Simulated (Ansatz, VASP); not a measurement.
PbSe (Clausthalite) in VASP and in Ansatz

INCAR

```
SYSTEM = PbSe
  PREC = Accurate
  ENCUT = 520
  EDIFF = 1E-7
  ISMEAR = -1
  SIGMA = 0.05
  LREAL = .FALSE.
  LASPH = .TRUE.
  NELM = 60
  ALGO = Normal
  ISIF = 2
  LWAVE = .FALSE.
  LCHARG = .FALSE.
  GGA = CA
  NBANDS = 17
```

Contents of KPOINTS:

```
regular mesh
0
G
  8 8 8
  0 0 0
```

Contents of POSCAR:

```
PbSe
1.0
    0.0000000000      3.0809197960      3.0809197960
    3.0809197960      0.0000000000      3.0809197960
    3.0809197960      3.0809197960      0.0000000000
Pb Se
1 1
Direct
    0.0000000000      0.0000000000      0.0000000000
    0.5000000000      0.5000000000      0.5000000000
```

Contents of input.yaml:

```yaml
crystal:
  lattice:
    - [0.0, 3.080919796, 3.080919796]
    - [3.080919796, 0.0, 3.080919796]
    - [3.080919796, 3.080919796, 0.0]
  atoms:
    - { symbol: Pb, position: [0.0, 0.0, 0.0] }
    - { symbol: Se, position: [0.5, 0.5, 0.5] }
hamiltonian:
  xc: lda
  pseudopotentials: { kind: paw }
kpoints:
  mp_grid: { grid: [8, 8, 8] }
scf:
  occupations: { method: fermi_dirac, width: 0.05 }
output:
  forces: true
  stress: true
  eigenvalues: true
```

Alike in both runs: task single point; functional LDA; k mesh 8 × 8 × 8; occupations fermi-dirac, width 0.05 eV; no spin polarisation.

```csv
,VASP,Ansatz
version,VASP 6.6.1,Ansatz 0.2.0
potentials or method,"VASP PAW LDA potentials, release 64 (Pb_d, Se)",Ansatz PAW
plane-wave cutoff (eV),520,420
valence electrons in the cell,20,30
```

|  | VASP | Ansatz | Ansatz less VASP |
| --- | --- | --- | --- |
| gap on the k mesh at the Fermi level (eV) | 0.22 | 0.24 | +0.020 |
| least direct gap on the mesh (eV) | 0.22 | 0.24 | +0.020 |
| pressure (GPa) | -3.0 | -3.0 | -0.09 |

The two sets of potentials don't hold the same shells in valence.

Caveats: spin-orbit coupling is left out, which as a rule narrows the gap of such compounds by several tenths of an eV; the PAW data sets come from PBE, with cores solved anew for the run's functional, which leaves a small shift of forces and pressure (Ansatz).
